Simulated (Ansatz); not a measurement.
# WC (Qusongite) (P-6m2) in Ansatz: a series of runs

Aim: see how the results for WC (Qusongite) move with the level of theory and the settings. Levels: PBE, PBEsol. Tasks: band structure, phonons.

All numbers are computed with Ansatz 0.2.0; they aren't measurements. Logs are shortened: lines on timing, memory, paths and dates and some standing lists are left out, and cuts for length are marked.

### 1 Starting point

The structure is hexagonal, space group P-6m2 (No. 187). The conventional cell has a = 2.907 Å, b = 2.907 Å, c = 2.837 Å, α = 90.00°, β = 90.00°, γ = 120.00°. Around W (site symmetry -6m2) lie 6 C at 2.20 Å. Around C (site symmetry -6m2) lie 6 W at 2.20 Å.

### 2 Band structure, PBE, spin-orbit coupling, no magnetisation

input.yaml reads:

```yaml
crystal:
  lattice:
    - [2.9065, 0.0, 0.0]
    - [-1.45325, 2.5171028361, 0.0]
    - [0.0, 0.0, 2.8366]
  atoms:
    - { symbol: W, position: [0.0, 0.0, 0.0] }
    - { symbol: C, position: [0.6666666667, 0.3333333333, 0.5] }
kpoints:
  mp_grid: { grid: [7, 7, 7] }
  band_path:
    path:
      - [0.0, 0.0, 0.0]
      - [0.5, 0.0, 0.0]
      - [0.3333333333, 0.3333333333, 0.0]
      - [0.0, 0.0, 0.0]
      - [0.0, 0.0, 0.5]
      - [0.5, 0.0, 0.5]
      - [0.3333333333, 0.3333333333, 0.5]
      - [0.0, 0.0, 0.5]
    npoints: 10
scf:
  occupations: { method: fermi_dirac, width: 0.05 }
hamiltonian:
  xc: pbe
  pseudopotentials: { kind: all_electron, lapw: { basis_error: 0.001 } }
magnetization:
  noncollinear: true
  spin_orbit: true
output:
  forces: true
  stress: true
  eigenvalues: true
```

Potentials or basis: all-electron LAPW, relativistic spinors.

Command:

```
ansatz run input.yaml --threads 1 --pin off --max-ram 3072MiB --backend cpu --events-out ev --progress --plain --runs-dir out
```

Standard output:

```text
Warning: RAYON_NUM_THREADS=1 ignored (pool sized by the plan → 1); use --threads N
LAPW: plane waves up to 9.382 Å⁻¹, error target 1.0e-3 eV per atom; Dirac's equation on spinors; C in spheres of 0.905 Å, 6 of its electrons in bands; W in spheres of 1.292 Å, 44 of its electrons in bands (how accurate: hamiltonian.pseudopotentials.lapw.basis_error, Limitations)
Engine: ansatz 0.2.0, aarch64-unknown-linux-gnu
Pseudopotentials: kind: all_electron
Pseudopotential: W, LAPW, valence charge 44, lapw/all_electron/dirac/gaussian/W, Dirac's equation, gaussian nucleus
Pseudopotential: C, LAPW, valence charge 6, lapw/all_electron/dirac/gaussian/C, Dirac's equation, gaussian nucleus
Functional definition: PBE
  parameter kappa = 0.804
  parameter beta = 0.06672455060314922
  exchange = pbe_x(kappa = kappa, mu = beta*pi^2/3)
  correlation = pbe_c(beta = beta)
non-collinear run that drives no moment, with spin-orbit: no starting moment large enough to seed its density (crystal.atoms[].spin), no starting occupations that ask for one, no magnetisation constraint and no magnetic field, so the semilocal B_xc is pinned to zero
Crystal: 2 atoms, lattice volume = 20.752 Å³
Basis set: ecut = 335.3409344394497 eV, 315 PW (Γ), exchange–correlation at level 2
Bands: 60, of which v1, the nominal top of the filled ones, is band 50 counted from 1 (49 counted from 0)
Symmetry: 12 space group operations + 12 with time reversal
Magnetic group: BNS 187.210 (UNI 1440), of the structure as read, at distance tolerance 2.7e-5 Å
k-points: 32 of 343 (time reversal used)
Non-local potential: W, projectors of the file, none
Non-local potential: C, projectors of the file, none
Initial density: superposition of atomic densities (chi_scale 0.1, normalization cell, long waves kept (reshape's long-wave potential 0.00 eV rms))
Initial wavefunctions: plane waves of lowest kinetic energy (no species holds an atomic orbital)
Functional: x = pbe(κ = 0.804, μ = 0.2195149727645171), c = pbe(β = 0.06672455060314922)
iter 1 solved again at ethr=7.91e-3 eV; its pass at ethr=1.00e-1 eV (dr2=3.95e0 eV) is discarded
SCF iter   1: F=—  HF=-440878.094001 eV  |F-HF|=—  |Δ(HF+E_count)|=         —  Δρ=1.25e-1  dr2=3.95e0  dr2_m=0.00e0 (ungated)  ethr=7.91e-3  |M|=0.00e0 ∫|m|=0.00e0 μB  β_m=0.30  ⟨swp⟩=2.0  Hψ=11824  notcnv=0
preconditioner: auto → none  [insulator: Δε(μ)=0.339 eV  Ē_g=27.571 eV  σ=0.050 eV  W_gap=0.79  n_scr=8 (ndim 8)  ℏωp=44.6 eV  f_vac=0.000  D(μ)=0.10/eV (n_scr^D=0)  ε∞_Penn≈3.6]
iter 2 solved again at ethr=9.36e-5 eV; its pass at ethr=7.91e-3 eV (dr2=4.68e-2 eV) is discarded
SCF iter   2: F=—  HF=-440876.591128 eV  |F-HF|=—  |Δ(HF+E_count)|=    1.50e0  Δρ=2.10e-2  dr2=4.68e-2  dr2_m=0.00e0 (ungated)  ethr=9.36e-5  |M|=0.00e0 ∫|m|=0.00e0 μB  β_m=0.30  ⟨swp⟩=2.0  Hψ=9874  notcnv=0
SCF iter   3: F=—  HF=-440876.580132 eV  |F-HF|=—  |Δ(HF+E_count)|=         —  Δρ=1.53e-2  dr2=2.62e-2  dr2_m=0.00e0 (ungated)  ethr=9.36e-5  |M|=0.00e0 ∫|m|=0.00e0 μB  β_m=0.50  ⟨swp⟩=2.0  Hψ=5710  notcnv=0
the basis was enlarged: its passes take 5.8 MiB over the memory plan, 1 of 1 planned eigensolver slots
SCF iter   4: F=—  HF=-440876.584731 eV  |F-HF|=—  |Δ(HF+E_count)|=   4.60e-3  Δρ=6.96e-3  dr2=5.90e-3  dr2_m=0.00e0 (ungated)  ethr=5.24e-5  |M|=0.00e0 ∫|m|=0.00e0 μB  β_m=0.45  ⟨swp⟩=2.0  Hψ=5601  notcnv=0
SCF iter   5: F=—  HF=-440876.581681 eV  |F-HF|=—  |Δ(HF+E_count)|=   3.05e-3  Δρ=1.63e-3  dr2=2.93e-4  dr2_m=0.00e0 (ungated)  ethr=1.18e-5  |M|=0.00e0 ∫|m|=0.00e0 μB  β_m=0.63  ⟨swp⟩=2.1  Hψ=5594  notcnv=0
SCF iter   6: F=—  HF=-440876.581636 eV  |F-HF|=—  |Δ(HF+E_count)|=   4.53e-5  Δρ=3.48e-4  dr2=2.00e-5  dr2_m=0.00e0 (ungated)  ethr=5.86e-7  |M|=0.00e0 ∫|m|=0.00e0 μB  β_m=0.60  ⟨swp⟩=2.0  Hψ=5590  notcnv=0
SCF iter   7: F=—  HF=-440876.581634 eV  |F-HF|=—  |Δ(HF+E_count)|=   1.19e-6  Δρ=3.72e-5  dr2=1.95e-7  dr2_m=0.00e0 (ungated)  ethr=4.01e-8  |M|=0.00e0 ∫|m|=0.00e0 μB  β_m=0.70  ⟨swp⟩=2.8  Hψ=5647  notcnv=0
SCF iter   8: F=-440876.581634 eV  HF=-440876.581634 eV  |F-HF|=2.10e-9  |Δ(HF+E_count)|=   6.97e-8  Δρ=4.50e-6  dr2=1.43e-9  dr2_m=0.00e0 (ungated)  ethr=3.89e-10  |M|=0.00e0 ∫|m|=0.00e0 μB  ⟨swp⟩=2.7  Hψ=5696  notcnv=0
SCF 1 converged in 8 iterations: F = -440876.581634 eV  dr2 = 1.43e-9
NSCF: frozen V_eff on 71 k-points
SCF converged after 8 iterations
Magnetization: |M| = 0.0000 μB,  M = (+0.0000, +0.0000, +0.0000) μB
Absolute magnetization: 0.0000 μB (∫|m|)
  site 0: m = (+0.0000, +0.0000, +0.0000) μB, |m| = 0.0000 μB  (R = 1.29 Å)
  site 1: m = (+0.0000, +0.0000, +0.0000) μB, |m| = 0.0000 μB  (R = 0.90 Å)
Free energy (F): -440876.581634 eV
Harris-Foulkes:  -440876.581634 eV  (|F-HF|=2.10e-9)
Internal energy: -440876.577946 eV  (E = F + TS)
E sigma→0 (E₀):  -440876.579790 eV
Entropy (-TS):   -0.003688 eV (-1.844 meV/atom)
Fermi energy:    25.792961 eV
--- Per-component energies (eV) ---
  E_band       = -4925.622236
  E_kinetic    = 496353.235317
  E_xc         = -9002.478869
  E_electrostatic = -928227.334394  (all electrons and nuclei)
  E_smearing   = -0.003688  (= −TS)
  E_closure    = 0.000000  (closes the sum)
  E_atoms      = -440855.451980  (free atoms, spherical and without spin; not in F)
  Σ components = -440876.581634   (vs F -440876.581634, Δ=0.00e0)
  Basis errors (estimates in eV, not in F): energy 3.5e-4 per atom: plane waves 3.1e-4 (1.7e-4 summed), levels above the bands 1.4e-102, relativity 1.1e-7, radial functions 3.6e-5, core shells 1.6e-7; eigenvalues (radial functions only) 2.6e-6; not estimated: angular momenta, meshes, grids; target (lapw.basis_error) 1.0e-3; muffin-tin radii C 0.905 Å, W 1.292 Å
--- Forces (eV/Å), atoms counted from 1 ---
  atom   1  W     -0.00000000     0.00000000     0.00000000
  atom   2  C      0.00000000    -0.00000000     0.00000000
  max |Σ_I F_I| component: 1.39e-17 eV/Å
--- Stress (GPa, compression-positive) ---
        5.793548       0.000000      -0.000000
        0.000000       5.793548      -0.000000
       -0.000000      -0.000000       5.553319
  P = ⅓ Tr σ = 5.7135 GPa (57.135 kbar)
--- Band table (eV; the first three rows and the last of 32) ---
  k-point 0: bands = ["-441.0142", "-441.0142", "-373.2365", "-373.2365", "-373.2355", "-373.2355", "-239.6147", "-239.6147", "-214.5005", "-214.5005", "-214.4992", "-214.4992", "-202.0159", "-202.0159", "-202.0089", "-202.0089", "-202.0085", "-202.0085", "-48.1225", "-48.1225", "-19.3728", "-19.3728", "-9.5134", "-9.5134", "-9.4192", "-9.4192", "-3.5095", "-3.5095", "-3.4992", "-3.4992", "-3.4976", "-3.4976", "-1.2782", "-1.2782", "-1.2712", "-1.2712", "-1.2631", "-1.2631", "-1.2548", "-1.2548", "11.2209", "11.2209", "21.3437", "21.3437", "22.1730", "22.1730", "22.4793", "22.4793", "25.7174", "25.7174", "28.7231", "28.7231", "29.1156", "29.1156", "31.2279", "31.2279", "31.3568", "31.3568", "32.0487", "32.0487"]
  k-point 1: bands = ["-441.0142", "-441.0142", "-373.2365", "-373.2365", "-373.2355", "-373.2355", "-239.6147", "-239.6147", "-214.5005", "-214.5005", "-214.4992", "-214.4992", "-202.0159", "-202.0159", "-202.0089", "-202.0089", "-202.0085", "-202.0085", "-48.1147", "-48.1147", "-19.3963", "-19.3963", "-9.6310", "-9.6310", "-9.4031", "-9.4031", "-3.5100", "-3.5090", "-3.5001", "-3.5001", "-3.4977", "-3.4977", "-1.2792", "-1.2792", "-1.2698", "-1.2684", "-1.2651", "-1.2651", "-1.2550", "-1.2550", "11.7110", "11.7110", "21.0182", "21.0182", "22.3465", "22.4507", "22.6941", "22.6941", "25.7714", "25.7714", "27.4781", "27.5229", "27.5229", "27.9487", "31.6068", "31.8933", "31.8933", "32.0847", "32.4240", "32.4240"]
  k-point 2: bands = ["-441.0142", "-441.0142", "-373.2365", "-373.2365", "-373.2355", "-373.2355", "-239.6147", "-239.6147", "-214.5005", "-214.5005", "-214.4992", "-214.4992", "-202.0159", "-202.0159", "-202.0089", "-202.0089", "-202.0085", "-202.0085", "-48.0972", "-48.0972", "-19.4503", "-19.4503", "-9.8819", "-9.8819", "-9.3667", "-9.3667", "-3.5102", "-3.5089", "-3.5016", "-3.5016", "-3.4979", "-3.4979", "-1.2816", "-1.2816", "-1.2691", "-1.2691", "-1.2653", "-1.2634", "-1.2552", "-1.2552", "13.0200", "13.0200", "19.5737", "19.5737", "22.8658", "23.1183", "23.2044", "23.2044", "25.6782", "25.9353", "25.9353", "26.2338", "27.1154", "27.1154", "31.2023", "31.3902", "31.3902", "31.5927", "33.3445", "33.3445"]
  k-point 31: bands = ["-441.0142", "-441.0142", "-373.2365", "-373.2365", "-373.2355", "-373.2355", "-239.6147", "-239.6147", "-214.5005", "-214.5005", "-214.4992", "-214.4992", "-202.0159", "-202.0159", "-202.0089", "-202.0089", "-202.0085", "-202.0085", "-48.0202", "-48.0202", "-19.6647", "-19.6507", "-10.1629", "-10.1541", "-9.9788", "-9.9268", "-3.5096", "-3.5069", "-3.5023", "-3.5022", "-3.4992", "-3.4989", "-1.2783", "-1.2741", "-1.2689", "-1.2689", "-1.2674", "-1.2657", "-1.2601", "-1.2588", "14.6590", "14.7215", "18.7723", "18.8685", "19.9657", "20.3645", "23.3696", "23.6223", "24.7572", "24.9792", "30.0950", "30.1572", "31.8438", "31.8868", "32.2561", "32.6057", "34.8351", "35.2867", "35.4242", "35.4868"]
```

Wall time 1.7 min (1 thread of Arm Neoverse V2, shared host); peak memory 0.52 GiB.

What came out:

```
Free energy             : -440876.5816 eV
Pressure                : 5.7 GPa
Band gap along the path : none (metal or under the smearing width)
```

Levels at the corners of the path, in eV from the Fermi level:
```tsv
point	band 48	band 49	band 50	band 51	band 52	band 53
Γ	-3.31	-0.08	-0.08	2.93	2.93	3.32
M	-3.69	-0.60	-0.60	2.23	2.23	4.27
K	-3.51	0.28	0.62	0.64	1.08	1.94
Γ	-3.31	-0.08	-0.08	2.93	2.93	3.32
A	-2.10	-0.96	-0.96	-0.39	-0.39	3.47
L	-4.35	0.12	0.12	4.29	4.29	5.12
H	-1.73	-0.82	-0.62	4.19	4.27	6.20
A	-2.10	-0.96	-0.96	-0.39	-0.39	3.47
```

Caveat: the k mesh is thin for a metal, which can move the energy by tens of meV per atom.

### 3 Phonons, PBEsol

input.yaml reads:

```yaml
crystal:
  lattice:
    - [2.9065, 0.0, 0.0]
    - [-1.45325, 2.5171028361, 0.0]
    - [0.0, 0.0, 2.8366]
  atoms:
    - { symbol: W, position: [0.0, 0.0, 0.0] }
    - { symbol: C, position: [0.6666666667, 0.3333333333, 0.5] }
kpoints:
  mp_grid: { grid: [7, 7, 7] }
scf:
  occupations: { method: fermi_dirac, width: 0.05 }
hamiltonian:
  xc: pbesol
  pseudopotentials: { kind: all_electron, lapw: { basis_error: 0.001 } }
output: {}
phonons:
  method: fd
  supercell: [1, 1, 1]
```

Potentials or basis: all-electron LAPW, scalar-relativistic.

Command:

```
ansatz run input.yaml --threads 1 --pin off --max-ram 3072MiB --backend cpu --events-out ev --progress --plain --runs-dir out
```

Standard output:

```text
Warning: RAYON_NUM_THREADS=1 ignored (pool sized by the plan → 1); use --threads N
LAPW: plane waves up to 9.697 Å⁻¹, error target 1.0e-3 eV per atom; small_component_spin mean_spin; C in spheres of 0.872 Å, 6 of its electrons in bands, Dirac shells []; W in spheres of 1.259 Å, 44 of its electrons in bands, Dirac shells [] (how accurate: hamiltonian.pseudopotentials.lapw.basis_error, Limitations)
[... 2 set-up lines as earlier in the session ...]
Pseudopotential: W, LAPW, valence charge 44, lapw/all_electron/scalar/gaussian/W, Koelling and Harmon's equation, gaussian nucleus
Pseudopotential: C, LAPW, valence charge 6, lapw/all_electron/scalar/gaussian/C, Koelling and Harmon's equation, gaussian nucleus
Functional definition: PBEsol
  exchange = pbesol_x
[... 95 lines left out ...]
  k-point 2: bands = ["-391.8924", "-391.8879", "-391.8879", "-238.4359", "-207.1855", "-207.1855", "-207.1737", "-207.1737", "-207.1710", "-48.3405", "-12.8699", "-12.2354", "-12.2354", "-2.5607", "-2.5607", "-2.5573", "-2.5565", "-2.5393", "-2.5393", "-2.5145", "12.8971", "19.4386", "22.9648", "22.9648", "25.7849", "25.7849", "26.9107", "31.2313", "31.2313", "33.2022"]
  k-point 31: bands = ["-391.8924", "-391.8879", "-391.8879", "-238.4359", "-207.1855", "-207.1855", "-207.1737", "-207.1737", "-207.1710", "-48.2639", "-12.9318", "-12.8398", "-12.6338", "-2.5607", "-2.5554", "-2.5508", "-2.5496", "-2.5433", "-2.5418", "-2.5283", "14.5993", "18.6560", "20.0595", "23.4291", "24.6998", "30.0391", "31.7292", "32.2131", "34.9043", "35.2183"]
--- Phonons: 4 displaced members + reference (amplitude 0.01 Å, Σ member SCF iterations 25) ---
  symmetry images taken by strict's conditions (phonons.symmetry_images: auto; settled by no image being taken that strict refuses)
  ASR residual: 1.245e-3 → 0.000e0 eV/Å²; symmetrization residual: 1.140e-4 eV/Å²
  largest component of a force at the reference: 3.7e-17 eV/Å
  ASR residual per site (eV/Å²): 1.24e-3 9.13e-5
  Γ frequencies (cm⁻¹): 0.00 0.00 0.00 580.62 620.78 620.78
  density of states and harmonic sums: on the 24×24×22 q-mesh, interpolated from the force constants of a 1×1×1 supercell (no non-analytic term)
  largest difference from the sums on the solved wave vectors: F 4.34e-1 eV, S 6.93e-4 and C_V 2.58e-4 eV/K
  zero-point energy: 0.135197 eV/cell   skipped modes (ω ≤ 0): 3   left out of the sums: 3.95e-5 of the cell's modes: C_V's classical limit lies that fraction below 3 k_B per atom; for a crystal, a wire or a layer, F and S can be off by more, and a phonons.interpolated_qmesh denser along its periods is the remedy for the sampling
```

phdos.tsv:

```text
# omega_inv_cm	omega_thz	g_bin_mean(omega)[modes/inv_cm]
# format = ansatz-phdos/2
# interpolated_qmesh = 24 24 22
# force_constants_supercell = 1 1 1
# lo_to_splitting: not included (the non-analytic LO-TO correction is not applied to the interpolated dynamical matrix; polar crystals: no LO-TO splitting at GAMMA, and LO and other optical branches, acoustic branches and sound speeds, and with them the density of states and the thermodynamics, can be off between the wave vectors that the force constants were sampled on, most near GAMMA; a larger extent of the force constants narrows that region and is not shown to mend the acoustic slopes)
# g_bin_mean(omega): the modes in a bin one row spacing wide, centred on omega, divided by that spacing. A flat band (one whose frequency is the same at every q-point) is counted whole in the row whose bin holds it (on the edge of two bins, in the lower row). The modes of the run's own cell are the sum of g_bin_mean times the row spacing in inv_cm (a plain sum, not the trapezoid rule); for a one-atom cell on a GAMMA-only q-mesh every row is zero, so that sum is 0, not 3
0.000000	0.000000	1.880100e-8
1.241550	0.037221	4.888260e-7
2.483100	0.074441	1.842498e-6
3.724651	0.111662	4.098618e-6
4.966201	0.148883	7.257186e-6
6.207751	0.186104	1.131820e-5
[... 493 lines left out ...]
619.533552	18.573149	7.760284e-3
620.775102	18.610369	1.348796e-3
```

Wall time 93 s (1 thread of Arm Neoverse V2, shared host); peak memory 0.43 GiB.

Results:

```
Free energy                   : -440107.0693 eV
Band gap on the k mesh        : none (metal or under the smearing width)
Highest phonon frequency at Γ : 621 cm⁻¹
```

Levels at points of the mesh, in eV from the Fermi level:
```
           k point  band 22  band 23  band 24  band 25  band 26  band 27  band 28  band 29
(0.00, 0.00, 0.00)    -4.44    -3.44    -3.44     0.00     3.11     3.11     5.53     5.53
```

Phonon frequencies in cm⁻¹ (negative: imaginary):
| q point | frequencies |
| --- | --- |
| (0.000, 0.000, 0.000) | 0 0 0 581 621 621 |

Caveat: the k mesh is thin for a metal, which can move the energy by tens of meV per atom; a metal's response needs a denser mesh. The run has no spin-orbit coupling, so splittings on W are missing.

### 4 Band structure, PBEsol

Changes to input.yaml since step 3:

```diff
@@ -9,3 +9,14 @@
 kpoints:
-  mp_grid: { grid: [7, 7, 7] }
+  mp_grid: { grid: [10, 10, 9] }
+  band_path:
+    path:
+      - [0.0, 0.0, 0.0]
+      - [0.5, 0.0, 0.0]
+      - [0.3333333333, 0.3333333333, 0.0]
+      - [0.0, 0.0, 0.0]
+      - [0.0, 0.0, 0.5]
+      - [0.5, 0.0, 0.5]
+      - [0.3333333333, 0.3333333333, 0.5]
+      - [0.0, 0.0, 0.5]
+    npoints: 6
 scf:
@@ -15,5 +26,5 @@
   pseudopotentials: { kind: all_electron, lapw: { basis_error: 0.001 } }
-output: {}
-phonons:
-  method: fd
-  supercell: [1, 1, 1]
+output:
+  forces: true
+  stress: true
+  eigenvalues: true
```

Command:

```
ansatz run input.yaml --threads 1 --pin off --max-ram 3072MiB --backend cpu --events-out ev --progress --plain --runs-dir out
```

Run time: 33 s. Hardware: 1 thread of Arm Neoverse V1, shared host; peak memory 0.34 GiB.

The run converged. Its results:

```
Free energy             : -440107.0785 eV
Pressure                : -3.4 GPa
Band gap along the path : none (metal or under the smearing width)
```

Stress tensor (GPa, compression positive):
```
-2.95  0.00  0.00
 0.00 -2.95  0.00
 0.00  0.00 -4.38
```

Levels at the corners of the path, in eV from the Fermi level:
```csv
point,band 23,band 24,band 25,band 26,band 27,band 28
Γ,-3.33,-3.33,0.12,3.23,3.23,5.64
M,-3.61,-3.58,-0.43,2.34,4.54,4.90
K,-4.56,-3.44,0.60,1.00,2.06,3.23
Γ,-3.33,-3.33,0.12,3.23,3.23,5.64
A,-2.00,-2.00,-0.59,-0.59,3.68,4.53
L,-4.32,-4.17,0.31,4.45,5.32,6.67
H,-5.39,-1.59,-0.64,4.42,6.42,7.63
A,-2.00,-2.00,-0.59,-0.59,3.68,4.53
```

Caveat: spin-orbit coupling is left out, which moves the levels of the heavy elements.

### 5 Summary

```csv
task,level,potentials or basis,spin,k mesh,cutoff (eV),pressure (GPa)
band structure,PBE,"all-electron LAPW, relativistic spinors","SOC, no magnetisation",7 × 7 × 7,335,5.7
phonons,PBEsol,"all-electron LAPW, scalar-relativistic",off,7 × 7 × 7,358,-
band structure,PBEsol,"all-electron LAPW, scalar-relativistic",off,10 × 10 × 9,335,-3.4
```

Alike in all rows: cell as given; smearing fermi-dirac 0.05 eV; basis error allowed 0.001 eV/atom.

Caveats: the k mesh is thin for a metal, which can move the energy by tens of meV per atom (some runs); a metal's response needs a denser mesh (some runs); spin-orbit coupling is left out, which moves the levels of the heavy elements (some runs).

Compare energies only between runs with the same functional and basis.
